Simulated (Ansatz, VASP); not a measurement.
# One calculation of Ta, two programs

```
Ta
1.0
    -1.65128    1.65128    1.65128
     1.65128   -1.65128    1.65128
     1.65128    1.65128   -1.65128
Ta
1
Direct
  0.00000 0.00000 0.00000
```

Alike in both runs: task single point; functional PBEsol; k mesh 14 × 14 × 14; occupations gaussian, width 0.05 eV; no spin polarisation.

|  | VASP | Ansatz |
| --- | --- | --- |
| version | VASP 6.6.1 | Ansatz 0.2.0 |
| potentials or method | VASP PAW PBE potentials, release 64 (Ta_pv) | scalar-relativistic, plane waves, PAW |
| plane-wave cutoff (eV) | 520 | 420 |
| valence electrons in the cell | 11 | 13 |

|  | VASP | Ansatz | Ansatz less VASP |
| --- | --- | --- | --- |
| gap on the k mesh at the Fermi level (eV) | none | none | - |
| pressure (GPa) | -3.6 | -3.8 | -0.16 |

A gap of «none» marks a metal or a gap that the smearing closes. The two sets of potentials don't hold the same shells in valence.

Caveats: the PAW data sets were made with another functional, which shifts forces and pressure a little (VASP). Spin-orbit coupling is left out, which matters for the levels of Ta.
